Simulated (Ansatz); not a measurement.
# MoS2: do energies and stresses tell the same story?

Method: Ansatz 0.2.0, DFT PBE+D3(BJ), scalar-relativistic, plane waves, PAW.

Settings: cutoff 420 eV, Γ-centred mesh 12×12×4 on the computed 3-atom cell, Gaussian smearing of 0.02 eV; no spin polarisation.

Relaxed cell: P-6m2, a = 3.150 Å, b = 3.150 Å, c = 6.648 Å, α = 90.00°, β = 90.00°, γ = 120.00°, 3 atoms in the primitive cell. This form isn't the usual stable structure of the compound.

Energies at zero smearing and pressures from the stress tensor, at volumes with shape and atoms relaxed:
```json
{"V (Å³/atom)": "16.753", "E − E(first) (meV/atom)": "0.00", "P (GPa)": "9.85"}
{"V (Å³/atom)": "17.324", "E − E(first) (meV/atom)": "-28.38", "P (GPa)": "6.26"}
{"V (Å³/atom)": "17.895", "E − E(first) (meV/atom)": "-45.46", "P (GPa)": "3.50"}
{"V (Å³/atom)": "18.467", "E − E(first) (meV/atom)": "-53.97", "P (GPa)": "1.44"}
{"V (Å³/atom)": "19.038", "E − E(first) (meV/atom)": "-56.31", "P (GPa)": "-0.01"}
{"V (Å³/atom)": "19.609", "E − E(first) (meV/atom)": "-54.55", "P (GPa)": "-0.93"}
{"V (Å³/atom)": "20.180", "E − E(first) (meV/atom)": "-50.38", "P (GPa)": "-1.40"}
{"V (Å³/atom)": "20.942", "E − E(first) (meV/atom)": "-43.18", "P (GPa)": "-1.60"}
```

**Question.** Check P = −dE/dV between neighbouring volumes, and get the bulk modulus from the pressures alone.

**Answer.** With 1 eV/Å³ = 160.2 GPa:
```
middle V (Å³/atom)  −ΔE/ΔV (GPa) mean P (GPa)
            17.039         7.961         8.054
            17.610         4.792         4.880
            18.181         2.387         2.470
            18.752         0.657         0.718
            19.323        -0.494        -0.470
            19.894        -1.171        -1.166
            20.561        -1.514        -1.498
```

The two differ by 0.09 GPa at most. The mean of two end pressures misses the average over a step by about ΔV² P″/12, up to 0.07 GPa here; with that taken off 0.03 GPa remains, from the finite cutoff, the mesh or the relaxation's tolerance. Around V = 19.038 Å³/atom, the two neighbours give B = −V ΔP/ΔV = 19.038 × 2.37 / 1.142 = 39.6 GPa, against B0 = 36.9 GPa from the Birch–Murnaghan fit of the energies, which describes these points poorly (B0' = 13.4).

A ferromagnetic start lost its moments in a first run, so spin was left out; other magnetic orders weren't tried.